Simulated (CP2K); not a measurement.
# GaN (P6_3mc) in CP2K: notebook

Runs on GaN. Level: PBE. Tasks: band structure.

Program: CP2K 2026.2. These are calculated values, not measurements. Logs are shortened: lines on timing, memory, paths and dates and some standing lists are left out, and cuts for length are marked.

**Experimental background.**

“Studying electronic properties in GaN without electrical contacts using γ-γ vs e−-γ Perturbed Angular Correlations”, 2019, pmc:6823545 quotes, for a bulk crystal of GaN: band gap 3.503 ± 0.005 eV (direct).

The results are compared with them further down.

**1. The structure**

The structure is hexagonal, space group P6_3mc (No. 186). The conventional cell has a = 3.180 Å, b = 3.180 Å, c = 5.166 Å, α = 90.00°, β = 90.00°, γ = 120.00°. Ga (site symmetry 3m) is surrounded by 4 N at 1.94 to 1.95 Å. Around N (site symmetry 3m) lie 4 Ga at 1.94 to 1.95 Å.

**2. Band structure, PBE**

Input file gan_bands.inp:

```
&GLOBAL
  PROJECT gan_bands
  RUN_TYPE ENERGY_FORCE
  PRINT_LEVEL LOW
&END GLOBAL
&FORCE_EVAL
  METHOD QS
  STRESS_TENSOR ANALYTICAL
  &DFT
    BASIS_SET_FILE_NAME BASIS_MOLOPT
    POTENTIAL_FILE_NAME GTH_POTENTIALS
    &MGRID
      CUTOFF 450
      REL_CUTOFF 60
      NGRIDS 5
    &END MGRID
    &QS
      METHOD GPW
      EPS_DEFAULT 1.0E-9
    &END QS
    &KPOINTS
      SCHEME MONKHORST-PACK 10 10 5
      GAMMA_CENTERED T
      SYMMETRY T
      SYMMETRY_BACKEND SPGLIB
    &END KPOINTS
    &SCF
      SCF_GUESS ATOMIC
      EPS_SCF 1.0E-6
      MAX_SCF 100
      ADDED_MOS 14
      CHOLESKY OFF
      EPS_EIGVAL 1.0E-7
      &DIAGONALIZATION ON
        ALGORITHM STANDARD
      &END DIAGONALIZATION
      &MIXING ON
        METHOD BROYDEN_MIXING
        ALPHA 0.4
        BETA 1.5
        NBUFFER 8
      &END MIXING
      &SMEAR ON
        METHOD FERMI_DIRAC
        ELECTRONIC_TEMPERATURE [K] 580.226
      &END SMEAR
    &END SCF
    &XC
      &XC_FUNCTIONAL PBE
      &END XC_FUNCTIONAL
    &END XC
    &PRINT
      &KPOINTS ON
      &END KPOINTS
      &MULLIKEN ON
      &END MULLIKEN
      &MO ON
        ENERGIES T
        OCCUPATION_NUMBERS T
        &EACH
          QS_SCF 0
        &END EACH
        ADD_LAST NUMERIC
      &END MO
      &LOWDIN ON
      &END LOWDIN
      &HIRSHFELD ON
        SHAPE_FUNCTION DENSITY
      &END HIRSHFELD
      &BAND_STRUCTURE
        FILE_NAME bands.bs
        ADDED_MOS 2
        &KPOINT_SET
          UNITS B_VECTOR
          NPOINTS 6
          SPECIAL_POINT GAMMA 0.00000000 0.00000000 0.00000000
          SPECIAL_POINT M 0.50000000 0.00000000 0.00000000
          SPECIAL_POINT K 0.33333333 0.33333333 0.00000000
          SPECIAL_POINT GAMMA 0.00000000 0.00000000 0.00000000
          SPECIAL_POINT A 0.00000000 0.00000000 0.50000000
          SPECIAL_POINT L 0.50000000 0.00000000 0.50000000
          SPECIAL_POINT H 0.33333333 0.33333333 0.50000000
          SPECIAL_POINT A 0.00000000 0.00000000 0.50000000
        &END KPOINT_SET
        &KPOINT_SET
          UNITS B_VECTOR
          NPOINTS 6
          SPECIAL_POINT L 0.50000000 0.00000000 0.50000000
          SPECIAL_POINT M 0.50000000 0.00000000 0.00000000
        &END KPOINT_SET
        &KPOINT_SET
          UNITS B_VECTOR
          NPOINTS 6
          SPECIAL_POINT K 0.33333333 0.33333333 0.00000000
          SPECIAL_POINT H 0.33333333 0.33333333 0.50000000
        &END KPOINT_SET
      &END BAND_STRUCTURE
    &END PRINT
  &END DFT
  &SUBSYS
    &CELL
      A 3.1800000000 0.0000000000 0.0000000000
      B -1.5900000000 2.7539607840 0.0000000000
      C 0.0000000000 0.0000000000 5.1660000000
      PERIODIC XYZ
    &END CELL
    &COORD
      SCALED
      Ga  0.6666666667 0.3333333333 0.5000000000
      Ga  0.3333333333 0.6666666667 0.0000000000
      N   0.6666666667 0.3333333333 0.8750000000
      N   0.3333333333 0.6666666667 0.3750000000
    &END COORD
    &KIND Ga
      BASIS_SET DZVP-MOLOPT-SR-GTH-q13
      POTENTIAL GTH-PBE-q13
    &END KIND
    &KIND N
      BASIS_SET DZVP-MOLOPT-SR-GTH-q5
      POTENTIAL GTH-PBE-q5
    &END KIND
    &PRINT
      &ATOMIC_COORDINATES ON
      &END ATOMIC_COORDINATES
      &CELL ON
      &END CELL
    &END PRINT
  &END SUBSYS
  &PRINT
    &FORCES ON
    &END FORCES
    &STRESS_TENSOR ON
    &END STRESS_TENSOR
  &END PRINT
&END FORCE_EVAL
```

Potentials or basis: GTH_POTENTIALS Ga GTH-PBE-q13, N GTH-PBE-q5; DZVP-MOLOPT-SR-GTH basis.

On the command line:

```sh
OMP_NUM_THREADS=1 cp2k.psmp -i gan_bands.inp -o gan_bands.out
```

gan_bands.out:

```text

 CP2K| version string:                                       CP2K version 2026.2
 CP2K| Input file name                                             gan_bands.inp

 GLOBAL| Force Environment number                                              1
 GLOBAL| Basis set file name                                        BASIS_MOLOPT
 GLOBAL| Potential file name                                      GTH_POTENTIALS
 GLOBAL| MM Potential file name                                     MM_POTENTIAL
 GLOBAL| Coordinate file name                                      __STD_INPUT__
 GLOBAL| Method name                                                        CP2K
 GLOBAL| Project name                                                  gan_bands
 GLOBAL| Run type                                                   ENERGY_FORCE
 GLOBAL| FFT library                                                       FFTW3
[... 8 lines left out ...]
 GLOBAL| CPU model name                                                  UNKNOWN

 CELL| Volume [angstrom^3]:                                            45.241737
 CELL| Vector a [angstrom]:       3.180     0.000     0.000   |a| =     3.180000
 CELL| Vector b [angstrom]:      -1.590     2.754     0.000   |b| =     3.180000
 CELL| Vector c [angstrom]:       0.000     0.000     5.166   |c| =     5.166000
 CELL| Angle (b,c), alpha [degree]:                                    90.000000
 CELL| Angle (a,c), beta  [degree]:                                    90.000000
 CELL| Angle (a,b), gamma [degree]:                                   120.000000
 CELL| Numerically orthorhombic:                                              NO
 CELL| Periodicity                                                           XYZ

 CELL_REF| Volume [angstrom^3]:                                        45.241737
 CELL_REF| Vector a [angstrom     3.180     0.000     0.000   |a| =     3.180000
 CELL_REF| Vector b [angstrom    -1.590     2.754     0.000   |b| =     3.180000
 CELL_REF| Vector c [angstrom     0.000     0.000     5.166   |c| =     5.166000
 CELL_REF| Angle (b,c), alpha [degree]:                                90.000000
 CELL_REF| Angle (a,c), beta  [degree]:                                90.000000
 CELL_REF| Angle (a,b), gamma [degree]:                               120.000000
 CELL_REF| Numerically orthorhombic:                                          NO
 CELL_REF| Periodicity                                                       XYZ
[... 10 lines left out ...]

  Total number of            - Atomic kinds:                                   2
                             - Atoms:                                          4
                             - Shell sets:                                     4
                             - Shells:                                        24
                             - Primitive Cartesian functions:                 22
                             - Cartesian basis functions:                     88
                             - Spherical basis functions:                     76

  Maximum angular momentum of- Orbital basis functions:                        3
                             - Local part of the GTH pseudopotential:          2
                             - Non-local part of the GTH pseudopotential:      4

 MODULE QUICKSTEP: ATOMIC COORDINATES IN ANGSTROM

   Atom Kind Element         X             Y             Z       Z(eff)     Mass
      1    1 Ga   31      1.590000      0.917987      2.583000  13.0000  69.7230
      2    1 Ga   31     -0.000000      1.835974      0.000000  13.0000  69.7230
      3    2 N     7      1.590000      0.917987      4.520250   5.0000  14.0067
      4    2 N     7     -0.000000      1.835974      1.937250   5.0000  14.0067

 SCF PARAMETERS         Density guess:                                    ATOMIC
[... 9 lines left out ...]
                        --------------------------------------------------------
                        level_shift [a.u.]:                             0.000000
                        added MOs                                        14    0
                        --------------------------------------------------------
                        Mixing method:                            BROYDEN_MIXING
[... 11 lines left out ...]
 *******************************************************************************
 BRILLOUIN| K-point scheme                                        Monkhorst-Pack
 BRILLOUIN| K-Point grid                                            10   10    5
 BRILLOUIN| Gamma-centered k-point mesh                                     ON
 BRILLOUIN| K-point symmetry accuracy                               0.100000E-05
 BRILLOUIN| K-Point point group symmetrization                                ON
 BRILLOUIN| Symmetry backend                                             SPGLIB
 BRILLOUIN| Symmetry reduction method                                    SPGLIB
 BRILLOUIN| Wavefunction type                                            COMPLEX
[... 68 lines left out ...]
    11 Broy./Diag. 0.40E+00    4.6     0.00001505      -169.1387171701  3.75E-05
    12 Broy./Diag. 0.40E+00    4.6     0.00000352      -169.1388646908 -1.48E-04
    13 Broy./Diag. 0.40E+00    4.6     0.00000245      -169.1388300183  3.47E-05
    14 Broy./Diag. 0.40E+00    4.6     0.00000061      -169.1388117805  1.82E-05

  *** SCF run converged in    14 steps ***

  Electronic density on regular grids:        -35.9999992409        0.0000007591
  Core density on regular grids:               35.9999999761       -0.0000000239
  Total charge density on r-space grids:        0.0000007351
  Total charge density g-space grids:           0.0000007351

  Overlap energy of the core charge distribution:               0.00000001239364
  Self energy of the core charge distribution:               -244.28907363779862
  Core Hamiltonian energy:                                     73.38174586788348
  Hartree energy:                                              27.42167757839148
  Exchange-correlation energy:                                -25.65316160138004
  Electronic entropic energy:                                  -0.00000000000215
  Fermi energy:                                                 0.26322174260990

  Total energy:                                              -169.13881178051221
  Total energy (extrapolated to T->0):                       -169.13881178051113

 MO| EIGENVALUES AND OCCUPATION NUMBERS FOR K POINT 1
 MO|
 MO|  Index      Eigenvalue [a.u.]        Eigenvalue [eV]             Occupation
 MO|      1              -0.328770              -8.946287               2.000000
 MO|      2              -0.327683              -8.916711               2.000000
 MO|      3              -0.272287              -7.409320               2.000000
 MO|      4              -0.271271              -7.381672               2.000000
 MO|      5              -0.271069              -7.376175               2.000000
 MO|      6              -0.268518              -7.306743               2.000000
[... 531 lines left out ...]
 MO|     31               1.105470              30.081365               0.000000
 MO|     32               1.177515              32.041809               0.000000
 MO| Sum:                                                              36.000000
 MO| E(Fermi):            0.263222 a.u.          7.162628 eV
 MO| Band gap:            0.227648 a.u.          6.194617 eV

 [... the levels of further k-points ...]

 !-----------------------------------------------------------------------------!
                     Mulliken Population Analysis

 #  Atom  Element  Kind  Atomic population                           Net charge
       1     Ga       1         12.451565                              0.548435
       2     Ga       1         12.451564                              0.548436
       3     N        2          5.548436                             -0.548436
       4     N        2          5.548435                             -0.548435
 # Total charge                             36.000000                 -0.000000

 !-----------------------------------------------------------------------------!

 !-----------------------------------------------------------------------------!
                           Hirshfeld Charges

  #Atom  Element  Kind  Ref Charge     Population                    Net charge
      1       Ga     1      13.000         12.635                         0.365
      2       Ga     1      13.000         12.635                         0.365
      3       N      2       5.000          5.365                        -0.365
      4       N      2       5.000          5.365                        -0.365

  Total Charge                                                           -0.000
 !-----------------------------------------------------------------------------!

 LOWDIN POPULATION ANALYSIS

 #  Atom  Element  Kind  Atomic population                           Net charge
       1     Ga       1         13.080148                             -0.080148
       2     Ga       1         13.078586                             -0.078586
       3     N        2          4.920691                              0.079309
       4     N        2          4.920575                              0.079425
 # Total charge                             36.000000                 -0.000000

 KPOINTS| Band Structure Calculation
 KPOINTS| Number of k-point sets                                               3
 KPOINTS| Number of added MOs/bands                                            2
 KPOINTS| Number of k-points in set    1                                      43
 KPOINTS| In units of b-vector [2pi/Bohr]
 KPOINTS| Special point     1       GAMMA     0.000000     0.000000     0.000000
 KPOINTS| Special point     2           M     0.500000     0.000000     0.000000
 KPOINTS| Special point     3           K     0.333333     0.333333     0.000000
 KPOINTS| Special point     4       GAMMA     0.000000     0.000000     0.000000
 KPOINTS| Special point     5           A     0.000000     0.000000     0.500000
 KPOINTS| Special point     6           L     0.500000     0.000000     0.500000
 KPOINTS| Special point     7           H     0.333333     0.333333     0.500000
 KPOINTS| Special point     8           A     0.000000     0.000000     0.500000
 KPOINTS| Number of k-points in set    2                                       7
 KPOINTS| In units of b-vector [2pi/Bohr]
 KPOINTS| Special point     1           L     0.500000     0.000000     0.500000
 KPOINTS| Special point     2           M     0.500000     0.000000     0.000000
 KPOINTS| Number of k-points in set    3                                       7
 KPOINTS| In units of b-vector [2pi/Bohr]
 KPOINTS| Special point     1           K     0.333333     0.333333     0.000000
 KPOINTS| Special point     2           H     0.333333     0.333333     0.500000

 ENERGY| Total FORCE_EVAL ( QS ) energy [hartree]           -169.138810229907932

 FORCES| Atomic forces [hartree/bohr]
 FORCES|   Atom     x               y               z               |f|
 FORCES|      1  8.84879274E-06 -5.31812096E-06 -2.01724856E-03   2.01727498E-03
 FORCES|      2 -8.84833369E-06  5.29233875E-06 -2.01723972E-03   2.01726606E-03
 FORCES|      3  1.93225694E-05 -1.12742295E-05  2.53932871E-03   2.53942725E-03
 FORCES|      4 -1.93230226E-05  1.12999875E-05  2.53938125E-03   2.53947991E-03
 FORCES| Sum     5.80359875E-12 -2.41306496E-11  1.04422169E-03
 FORCES| Total atomic force                                       1.04422169E-03

 STRESS| Analytical stress tensor [bar]
 STRESS|                        x                   y                   z
 STRESS|      x        8.97283248875E+04  -4.47129434599E+02  -2.91812756846E-03
 STRESS|      y       -4.47129434599E+02   8.92116745615E+04  -9.18828185772E-02
 STRESS|      z       -2.91812756846E-03  -9.18828185772E-02   1.13693493321E+05
 STRESS| 1/3 Trace                                             9.75444975899E+04
 STRESS| Determinant                                           9.10072550409E+14

 STRESS| Eigenvectors and eigenvalues of the analytical stress tensor [bar]
 STRESS|                        1                   2                   3
 STRESS| Eigenvalues   8.89536116714E+04   8.99863877773E+04   1.13693493321E+05
 STRESS|      x           0.499873009046      0.866098709633     -0.000000051760
 STRESS|      y           0.866098709626     -0.499873009043     -0.000003752159
 STRESS|      z           0.000003275613     -0.000001830774      0.999999999993
```

It took 78 s on 1 thread of Arm Neoverse V1, shared host; peak memory 0.35 GiB.

Results:

| Item | Value |
| --- | --- |
| Free energy | -4602.5011 eV |
| Pressure | 9.8 GPa |
| Band gap on the k mesh | 1.95 eV, direct |
| Band gap along the path | 1.95 eV, direct |
| Mulliken charges | Ga +0.55; N -0.55 e |
| Hirshfeld charges | Ga +0.36; N -0.36 e |

Levels at the corners of the path, in eV from the valence-band top:
```csv
point,band 16,band 17,band 18,band 19,band 20,band 21
Γ,-0.07,0.00,0.00,1.95,4.29,9.34
M,-2.83,-2.30,-1.02,5.18,5.63,6.17
K,-3.09,-3.09,-2.76,5.26,7.88,7.88
Γ,-0.07,0.00,0.00,1.95,4.29,9.34
A,-0.56,-0.56,-0.56,4.27,4.27,8.70
L,-2.00,-1.97,-1.97,4.45,4.45,8.11
H,-4.28,-1.55,-1.55,6.57,6.57,7.47
A,-0.56,-0.56,-0.56,4.27,4.27,8.70
L,-2.00,-1.97,-1.97,4.45,4.45,8.11
M,-2.83,-2.30,-1.02,5.18,5.63,6.17
K,-3.09,-3.09,-2.76,5.26,7.88,7.88
H,-4.28,-1.55,-1.55,6.57,6.57,7.47
```

Caveat: Mulliken charges move with the basis; the basis of atomic orbitals isn't converged, which shifts pressures, moduli and gaps.

[end of part 1 of 2]
